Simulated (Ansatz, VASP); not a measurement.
**AlN: VASP beside Ansatz**

INCAR

```
  ALGO = Normal
  EDIFF = 1E-7
  ENCUT = 520
  GGA = PE
  ISIF = 2
  ISMEAR = 0
  LASPH = T
  LCHARG = T
  LELF = T
  LREAL = F
  LVHAR = T
  LWAVE = F
  NBANDS = 11
  NELM = 60
  PREC = Accurate
  SIGMA = 0.05
```

KPOINTS

```
k-points
0
Gamma
  10 10 10
```

The input POSCAR:

```
AlN
1.0
    0.0000000000      2.2015871043      2.2015871043
    2.2015871043      0.0000000000      2.2015871043
    2.2015871043      2.2015871043      0.0000000000
Al N
1 1
Direct
    0.0206324404     -0.0206324404     -0.0206324404
    0.7102559445      0.7897440555      0.7897440555
```

Input for Ansatz:

```yaml
crystal:
  lattice:
    - [0.0, 2.2015871043, 2.2015871043]
    - [2.2015871043, 0.0, 2.2015871043]
    - [2.2015871043, 2.2015871043, 0.0]
  atoms:
    - { symbol: Al, position: [0.0206324404, -0.0206324404, -0.0206324404] }
    - { symbol: "N", position: [0.7102559445, 0.7897440555, 0.7897440555] }
basis:
  ecutwfc: 420
kpoints:
  mp_grid: { grid: [10, 10, 10] }
hamiltonian:
  xc: pbe
scf:
  occupations: { method: gaussian, width: 0.05 }
output:
  forces: true
  stress: true
  eigenvalues: true
```

Change from the starting cell: mode 4 (634.6 1/cm) frozen in, largest displacement +0.175 Å.

Alike in both runs: task single point; functional PBE; k mesh 10 × 10 × 10; occupations gaussian, width 0.05 eV; no spin polarisation.

|  | VASP | Ansatz |
| --- | --- | --- |
| version | VASP 6.6.1 | Ansatz 0.2.0 |
| potentials or method | VASP PAW PBE potentials, release 64 (Al, N) | scalar-relativistic, plane waves, PAW |
| plane-wave cutoff (eV) | 520 | 420 |
| valence electrons in the cell | 8 | 8 |

Ansatz gave:

- gap on the k mesh at the Fermi level (eV): 2.67
- least direct gap on the mesh (eV): 3.24
- pressure (GPa): 7.8
- largest component of the traceless stress (GPa): 17.62
- rms of the force components (eV/Å): 1.950

**Question.** What did VASP give for the same quantities?

**Answer.** gap on the k mesh at the Fermi level (eV): 2.66; least direct gap on the mesh (eV): 3.25; pressure (GPa): 7.7; largest component of the traceless stress (GPa): 17.73; rms of the force components (eV/Å): 1.957.

Atom by atom the forces differ by 0.007 eV/Å (rms over components).

Caveats: forces of over 1 eV/Å show positions far from the minimum, so gaps and moduli don't describe the material at rest. A k mesh can miss the band edges.
